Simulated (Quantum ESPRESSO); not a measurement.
# AlN: equation of state with PBE

The system is AlN.

```
Al N
1.0
     3.11300    0.00000    0.00000
    -1.55650    2.69594    0.00000
     0.00000    0.00000    4.98100
Al N
2 2
Direct
  0.66667 0.33333 0.50000
  0.33333 0.66667 0.00000
  0.66667 0.33333 0.88000
  0.33333 0.66667 0.38000
```

```json
{
 "Program": "Quantum ESPRESSO 7.5",
 "Task": "equation of state",
 "Functional": "PBE",
 "Potentials or basis": "SSSP 1.3 efficiency PBE",
 "Cutoff": "816 eV",
 "Density cutoff": "6531 eV",
 "k mesh": "10 × 10 × 6",
 "Occupations": "fermi-dirac, width 0.05 eV",
 "Spin": "no spin polarisation",
 "Mixing beta": "0.5",
 "Most SCF iterations": "120",
 "SCF threshold": "8e-10 Ry"
}
```

* Equilibrium volume: 10.66 Å³/atom
* Bulk modulus at fixed shape and positions: 195 GPa
* Pressure derivative of the bulk modulus: 3.9

Energy against volume, from the lowest point:
```
volume (Å³/atom)  energy (meV/atom)
           9.824              45.91
          10.033              25.00
          10.242              10.78
          10.451               2.63
          10.660               0.00
          10.869               2.36
          11.078               9.26
```

All runs of the series together: 5.1 min on 1 thread of Arm Neoverse V2 (shared host).

Caveat: the cell was scaled at fixed shape and fractional positions, which overstates the stiffness of a crystal with free parameters, most of all of layers and chains.
